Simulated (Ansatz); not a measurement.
Base system: InCuS2 in the chalcopyrite structure (space group I-42d, No. 122; a = 5.577 Å, c = 11.234 Å). Axes: x, y, z lie along a, b, c of the conventional cell.

All numbers come from Ansatz (a program for electronic structure) PBE, no spin-orbit coupling.

Strains are applied to the cell and any free atomic positions relax; under biaxial strain the out-of-plane vector relaxes too; under stress the whole cell relaxes.

One change was made to it. Results:

```tsv
quantity	base	after
energy relative to the base (free energy F)	0 meV/atom	+31 meV/atom
volume per atom	21.84 Å³	22.29 Å³
band gap	zero	zero
```

Problem. Which of these changes matches the shifts?
A. uniaxial stress, 5 GPa tension along z
B. biaxial strain −3.54 %, plane normal [001], relaxed out of plane
C. biaxial strain +0.57 %, plane normal [001], relaxed out of plane

Solution. A, uniaxial stress, 5 GPa tension along z. For comparison, the energy relative to the base in the other runs: biaxial strain +0.57 %, plane normal [001], relaxed out of plane gives +0.3 meV/atom; biaxial strain −3.54 %, plane normal [001], relaxed out of plane gives +12 meV/atom.

A case with no gap was solved on a k-mesh chosen for an insulator, which is coarse for it. Beyond what the load breaks, stability against distortions was not tested. All final runs are without spin polarisation. Gaps under 0.05 eV, about the width of the smearing, are given as zero. The zero or small gap of InCuS2 can change with the level of theory.
